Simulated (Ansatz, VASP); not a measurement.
Given: the input of a run of Ansatz 0.2.0 on TiC.

Contents of input.yaml:

```yaml
crystal:
  lattice:
    - [3.04209, 0.0, 0.0]
    - [-1.52104, 2.63452, 0.0]
    - [0.0, 0.0, 2.69797]
  atoms:
    - { symbol: Ti, position: [0.0, 0.0, 0.5] }
    - { symbol: C, position: [0.33333, 0.66667, 0.0] }
hamiltonian:
  xc: blyp
  pseudopotentials: { kind: paw }
  dispersion: d4
kpoints:
  mp_grid: { grid: [10, 10, 10] }
scf:
  occupations: { method: fermi_dirac, width: 0.05 }
output:
  forces: true
  stress: true
  eigenvalues: true
relax:
  f_tol: 0.01
  max_steps: 40
  cell: { stress_tol: 0.05 }
```

Potentials or basis: Ansatz PAW.

Launch:

```console
$ ansatz run input.yaml --threads 2 --pin off --max-ram 5632MiB --backend cpu --events-out ev --progress --plain --runs-dir out
```

Problem. Set up the same calculation for VASP 6.6.1. Potentials there: VASP PAW PBE potentials, release 64 (Ti_sv, C).

Solution. As run (the cutoff follows the program's own potentials):

INCAR

```
PREC = Accurate ; ENCUT = 600
EDIFF = 1E-6 ; ISMEAR = -1
SIGMA = 0.05 ; LREAL = F
LASPH = T ; NELM = 100
ALGO = Normal ; ISIF = 3
LWAVE = F ; LCHARG = F
GGA = B5 ; ALDAX = 1.0
AGGAX = 1.0 ; AGGAC = 1.0
ALDAC = 0.0 ; IVDW = 13
VDW_S6 = 1.0 ; VDW_S8 = 2.34076671
VDW_A1 = 0.44488865 ; VDW_A2 = 4.0933009
IBRION = 2 ; NSW = 40
EDIFFG = -0.005
```

KPOINTS

```
regular mesh
0
Gamma
  10 10 10
```

POSCAR

```
TiC
1.0
    3.0420900000      0.0000000000      0.0000000000
   -1.5210400000      2.6345200000      0.0000000000
    0.0000000000      0.0000000000      2.6979700000
Ti C
1 1
Direct
    0.0000000000      0.0000000000      0.5000000000
    0.3333300000      0.6666700000      0.0000000000
```

Potentials or basis: VASP PAW PBE potentials, release 64 (Ti_sv, C).

The run is started by

```bash
$ cat potpaw_PBE.64/Ti_sv/POTCAR potpaw_PBE.64/C/POTCAR > POTCAR
$ mpirun -np 1 vasp_std > vasp.out
```

Both were run:

|  | VASP | Ansatz | Ansatz less VASP |
| --- | --- | --- | --- |
| gap on the k mesh at the Fermi level, each at its own relaxed structure (eV) | none | none | - |
| relaxed volume (Å³/atom) | 10.77 | 10.75 | -0.019 |
| relaxed cell length with the largest relative difference (Å) | 3.037 | 3.035 | -0.0021 |

A gap of «none» marks a metal or a gap that the smearing closes.

Caveats: pairwise dispersion overbinds metals, which lowers pressure and volume; the PAW data sets were made with another functional, which shifts forces and pressure a little (VASP); the plane-wave basis is chosen anew once the cell has moved, so the energies of steps on either side of that aren't comparable (Ansatz); the pressure holds a Pulay correction of +0.3 GPa for the finite cutoff (Ansatz); the PAW data sets come from PBE, with cores solved anew for the run's functional, which leaves a small shift of forces and pressure (Ansatz).
